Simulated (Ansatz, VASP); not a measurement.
## Two plane-wave programs on GaN

The input INCAR:

```
SYSTEM = GaN
PREC     = Accurate       ! precision mode
ENCUT    = 520            ! plane-wave cutoff, eV
EDIFF    = 1E-6           ! SCF threshold, eV
ISMEAR   = 0              ! smearing method
SIGMA    = 0.02           ! smearing width, eV
LREAL    = .FALSE.        ! projectors in reciprocal space
LASPH    = .TRUE.         ! aspherical terms in the spheres
NELM     = 80             ! most SCF steps
ALGO     = Normal         ! electronic algorithm
ISIF     = 2              ! what is computed and relaxed
LWAVE    = .FALSE.        ! write WAVECAR
LCHARG   = .FALSE.        ! write CHGCAR
GGA      = PE             ! functional
NBANDS   = 26             ! bands
```

Contents of KPOINTS:

```
Automatic mesh
0
G
  12 12 6
  0 0 0
```

POSCAR

```
GaN
1.0
    3.3532460420      0.0000000000      0.0000000000
   -1.6766230210      2.9039962575      0.0000000000
    0.0000000000      0.0000000000      5.1374836800
Ga N
2 2
Direct
    0.3333333333      0.6666666667     -0.0483933411
    0.6666666667      0.3333333333      0.4516066589
    0.3333333333      0.6666666667      0.4233933411
    0.6666666667      0.3333333333      0.9233933411
```

Input for Ansatz:

```yaml
crystal:
  lattice:
    - [3.353246042, 0.0, 0.0]
    - [-1.676623021, 2.9039962575, 0.0]
    - [0.0, 0.0, 5.13748368]
  atoms:
    - { symbol: Ga, position: [0.3333333333, 0.6666666667, -0.0483933411] }
    - { symbol: Ga, position: [0.6666666667, 0.3333333333, 0.4516066589] }
    - { symbol: "N", position: [0.3333333333, 0.6666666667, 0.4233933411] }
    - { symbol: "N", position: [0.6666666667, 0.3333333333, 0.9233933411] }
basis:
  ecutwfc: 420
kpoints:
  mp_grid: { grid: [12, 12, 6] }
hamiltonian:
  xc: pbe
scf:
  occupations: { method: gaussian, width: 0.02 }
output:
  forces: true
  stress: true
  eigenvalues: true
```

Alike in both runs: task single point; functional PBE; k mesh 12 × 12 × 6; occupations gaussian, width 0.02 eV; no spin polarisation.

|  | VASP | Ansatz |
| --- | --- | --- |
| version | VASP 6.6.1 | Ansatz 0.2.0 |
| potentials or method | VASP PAW PBE potentials, release 64 (Ga_d, N) | scalar-relativistic, plane waves, PAW |
| plane-wave cutoff (eV) | 520 | 420 |
| valence electrons in the cell | 36 | 36 |

|  | VASP | Ansatz | Ansatz less VASP |
| --- | --- | --- | --- |
| gap on the k mesh at the Fermi level (eV) | 0.77 | 0.77 | 0.000 |
| least direct gap on the mesh (eV) | 0.77 | 0.77 | 0.000 |
| pressure (GPa) | -7.5 | -7.6 | -0.10 |
| largest component of the traceless stress (GPa) | 2.23 | 2.28 | +0.050 |
| rms of the force components (eV/Å) | 0.370 | 0.371 | +0.0014 |

Atom by atom the forces differ by 0.001 eV/Å (rms over components). The functional is the same, so the differences come from potentials, cutoffs and numerics.
